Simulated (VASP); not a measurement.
Level of theory: r2SCAN meta-GGA, VASP's PBE PAW potentials (set 64) (plane waves; VASP 6.6.1).

VASP input:

### KPOINTS
```
Automatic mesh
0
Gamma
7 7 10
0 0 0
```

File POSCAR:
```
RuO2
1.0
  4.3891398683   0.0000000000   0.0000000000
  0.0000000000   4.3891398683   0.0000000000
  0.0000000000   0.0000000000   3.0509894781
Ru O
2 4
Cart
  4.3891398683   0.0000000000   0.0000000000
  2.1945699342   2.1945699342   1.5254947390
  1.3399637579   1.3399637579   3.0509894781
  3.5345336921   0.8546061762   1.5254947390
  0.8546061762   3.5345336921   1.5254947390
  3.0491761104   3.0491761104   0.0000000000
```

**INCAR**
```
SYSTEM = RuO2
PREC = Accurate
ENCUT = 520
EDIFF = 1E-7
NELM = 100
ALGO = Normal
LREAL = .FALSE.
LASPH = .TRUE.
ISMEAR = 1
SIGMA = 0.1
METAGGA = R2SCAN
LMIXTAU = .TRUE.
LMAXMIX = 4
LWAVE = .FALSE.
LCHARG = .FALSE.
ISIF = 4
IBRION = 2
NSW = 30
EDIFFG = -0.01
```

POTCAR, in this order: Ru_pv O (PBE.64 set). Program: vasp_std.

What VASP printed:

OSZICAR:
```
       N       E                     dE             d eps       ncg     rms          rms(c)
DAV:   1     0.537895453533E+03    0.53790E+03   -0.31997E+04  3728   0.181E+03
DAV:   2    -0.724777433266E+02   -0.61037E+03   -0.59391E+03  4284   0.521E+02
DAV:   3    -0.107868224333E+03   -0.35390E+02   -0.34940E+02  4170   0.129E+02
DAV:   4    -0.108519393256E+03   -0.65117E+00   -0.64566E+00  4457   0.168E+01
DAV:   5    -0.108532977422E+03   -0.13584E-01   -0.13581E-01  4411   0.222E+00    0.610E+01
DAV:   6    -0.846260836426E+02    0.23907E+02   -0.54185E+01  3839   0.634E+01    0.175E+01
DAV:   7    -0.812972349921E+02    0.33288E+01   -0.73678E+00  3897   0.265E+01    0.166E+01
DAV:   8    -0.811371937920E+02    0.16004E+00   -0.13603E+00  4455   0.880E+00    0.115E+00
DAV:   9    -0.816264954115E+02   -0.48930E+00   -0.54995E-01  3755   0.619E+00    0.642E-01
DAV:  10    -0.816491089366E+02   -0.22614E-01   -0.15002E-01  3881   0.370E+00    0.644E-01
DAV:  11    -0.816780763265E+02   -0.28967E-01   -0.78295E-02  3755   0.283E+00    0.301E-01
DAV:  12    -0.816918743155E+02   -0.13798E-01   -0.73696E-03  4224   0.757E-01    0.137E-01
DAV:  13    -0.816915099286E+02    0.36439E-03   -0.82260E-04  4484   0.271E-01    0.412E-02
DAV:  14    -0.816913709469E+02    0.13898E-03   -0.14098E-03  3867   0.325E-01    0.453E-02
DAV:  15    -0.816921589912E+02   -0.78804E-03   -0.37589E-04  3916   0.174E-01    0.118E-02
DAV:  16    -0.816921753560E+02   -0.16365E-04   -0.13136E-05  4945   0.271E-02    0.763E-03
DAV:  17    -0.816921742477E+02    0.11083E-05   -0.92598E-07  4003   0.985E-03    0.439E-03
DAV:  18    -0.816921759396E+02   -0.16918E-05   -0.70499E-07  3965   0.767E-03    0.222E-03
DAV:  19    -0.816921760459E+02   -0.10629E-06   -0.94968E-08  2198   0.279E-03    0.811E-04
DAV:  20    -0.816921761086E+02   -0.62761E-07   -0.38027E-08  2133   0.157E-03
   1 F= -.81692176E+02 E0= -.81692288E+02  d E =-.816922E+02
       N       E                     dE             d eps       ncg     rms          rms(c)
DAV:   1    -0.817327665253E+02   -0.40590E-01   -0.23424E+00  3720   0.113E+01    0.162E+00
DAV:   2    -0.816994520078E+02    0.33315E-01   -0.71054E-02  4232   0.193E+00    0.825E-01
DAV:   3    -0.816953238279E+02    0.41282E-02   -0.28364E-02  4879   0.115E+00    0.439E-01
DAV:   4    -0.816962127875E+02   -0.88896E-03   -0.31192E-03  3805   0.452E-01    0.270E-01
DAV:   5    -0.816959823961E+02    0.23039E-03   -0.14243E-03  4242   0.301E-01    0.102E-01
DAV:   6    -0.816963140491E+02   -0.33165E-03   -0.77486E-04  3762   0.241E-01    0.323E-02
DAV:   7    -0.816963583779E+02   -0.44329E-04   -0.18547E-04  4295   0.118E-01    0.279E-02
DAV:   8    -0.816963810464E+02   -0.22669E-04   -0.20307E-05  3951   0.392E-02    0.903E-03
DAV:   9    -0.816963846126E+02   -0.35661E-05   -0.62836E-06  4157   0.212E-02    0.177E-03
DAV:  10    -0.816963854193E+02   -0.80679E-06   -0.11002E-06  4181   0.864E-03    0.141E-03
DAV:  11    -0.816963855347E+02   -0.11537E-06   -0.21194E-07  2183   0.432E-03    0.966E-04
DAV:  12    -0.816963855920E+02   -0.57262E-07   -0.46276E-08  1972   0.165E-03
   2 F= -.81696386E+02 E0= -.81696328E+02  d E =-.420948E-02
       N       E                     dE             d eps       ncg     rms          rms(c)
DAV:   1    -0.816996867254E+02   -0.33012E-02   -0.17309E-01  3720   0.308E+00    0.437E-01
DAV:   2    -0.816972888833E+02    0.23978E-02   -0.51572E-03  4231   0.522E-01    0.224E-01
DAV:   3    -0.816969652217E+02    0.32366E-03   -0.21433E-03  4879   0.315E-01    0.121E-01
DAV:   4    -0.816970392263E+02   -0.74005E-04   -0.23332E-04  3819   0.124E-01    0.739E-02
DAV:   5    -0.816970153391E+02    0.23887E-04   -0.11050E-04  4143   0.839E-02    0.285E-02
DAV:   6    -0.816970463595E+02   -0.31020E-04   -0.62683E-05  3755   0.688E-02    0.885E-03
DAV:   7    -0.816970497635E+02   -0.34040E-05   -0.13182E-05  4358   0.314E-02    0.751E-03
DAV:   8    -0.816970513543E+02   -0.15909E-05   -0.13210E-06  3965   0.998E-03    0.232E-03
DAV:   9    -0.816970516780E+02   -0.32370E-06   -0.49404E-07  3825   0.599E-03    0.512E-04
DAV:  10    -0.816970517297E+02   -0.51672E-07   -0.74283E-08  1958   0.234E-03
   3 F= -.81697052E+02 E0= -.81697021E+02  d E =-.487562E-02
       N       E                     dE             d eps       ncg     rms          rms(c)
DAV:   1    -0.817006463598E+02   -0.35947E-02   -0.92344E-01  3720   0.665E+00    0.517E-01
DAV:   2    -0.816988061796E+02    0.18402E-02   -0.15690E-02  4028   0.847E-01    0.253E-01
DAV:   3    -0.816985924584E+02    0.21372E-03   -0.18854E-03  5007   0.312E-01    0.147E-01
DAV:   4    -0.816986031820E+02   -0.10724E-04   -0.34223E-04  3961   0.172E-01    0.905E-02
DAV:   5    -0.816983110306E+02    0.29215E-03   -0.53819E-04  3825   0.224E-01    0.361E-02
DAV:   6    -0.816986668544E+02   -0.35582E-03   -0.21469E-04  3818   0.140E-01    0.151E-02
DAV:   7    -0.816986642445E+02    0.26100E-05   -0.20080E-05  4916   0.317E-02    0.147E-02
DAV:   8    -0.816986685684E+02   -0.43239E-05   -0.11746E-06  4220   0.929E-03    0.360E-03
DAV:   9    -0.816986723056E+02   -0.37372E-05   -0.18746E-06  3769   0.126E-02    0.365E-03
DAV:  10    -0.816986722463E+02    0.59313E-07   -0.21592E-07  2810   0.374E-03
   4 F= -.81698672E+02 E0= -.81698623E+02  d E =-.162052E-02
```

**OUTCAR**
```
------------------------ aborting loop because EDIFF is reached ----------------------------------------
  FORCE on cell =-STRESS in cart. coord.  units (eV):
  Direction    XX          YY          ZZ          XY          YZ          ZX
  --------------------------------------------------------------------------------------
  Total        7.3589378      7.3589378      7.3444802     -0.0000000      0.0000000      0.0000000
  in kB      200.5978001    200.5978001    200.2036973     -0.0000000      0.0000000      0.0000000
  external PRESSURE =     200.4664325 kB  Pullay stress =       0.0000000 kB
  volume of cell :       58.78
      direct lattice vectors                 reciprocal lattice vectors
     4.370414700  0.000000000  0.000000000     0.228811238  0.000000000  0.000000000
     0.000000000  4.370414700  0.000000000     0.000000000  0.228811238  0.000000000
     0.000000000  0.000000000  3.077189592     0.000000000  0.000000000  0.324971852
 POSITION                                       TOTAL-FORCE (eV/Angst)
 -----------------------------------------------------------------------------------
      0.00000      4.37041      3.07719         0.000000     -0.000000      0.000000
      2.18521      2.18521      1.53859         0.000000     -0.000000      0.000000
      1.33820      1.33820      3.07719        -0.005461     -0.005461      0.000000
      3.52341      0.84701      1.53859        -0.005461      0.005461      0.000000
      0.84701      3.52341      1.53859         0.005461     -0.005461      0.000000
      3.03221      3.03221      0.00000         0.005461      0.005461      0.000000
 -----------------------------------------------------------------------------------
    total drift:                                0.000000      0.000000      0.000000
  FREE ENERGIE OF THE ION-ELECTRON SYSTEM (eV)
  ---------------------------------------------------
  free  energy   TOTEN  =       -81.6986722463 eV

  energy  without entropy=      -81.6985246620  energy(sigma->0) =      -81.69862305

 reached required accuracy - stopping structural energy minimisation
```
(Selected blocks of OUTCAR.)

File CONTCAR:
```
RuO2
   1.00000000000000
     4.3704146997140869    0.0000000000000000    0.0000000000000000
     0.0000000000000000    4.3704146997140869    0.0000000000000000
     0.0000000000000000    0.0000000000000000    3.0771895915732417
  Ru              O
     2     4
Direct
     0.0000000000000000    1.0000000000000000    1.0000000000000000
     0.5000000000000000    0.5000000000000000    0.5000000000000000
     0.3061954070413653    0.3061954070413653    1.0000000000000000
     0.8061954070413653    0.1938045929586348    0.5000000000000000
     0.1938045929586348    0.8061954070413653    0.5000000000000000
     0.6938045929586347    0.6938045929586347    0.0000000000000000
```

The compound is RuO2 in the rutile structure. This cell is one point of a volume scan, at 0.94 of the reference volume. Symmetry was kept, so distortions that lower it aren't found.
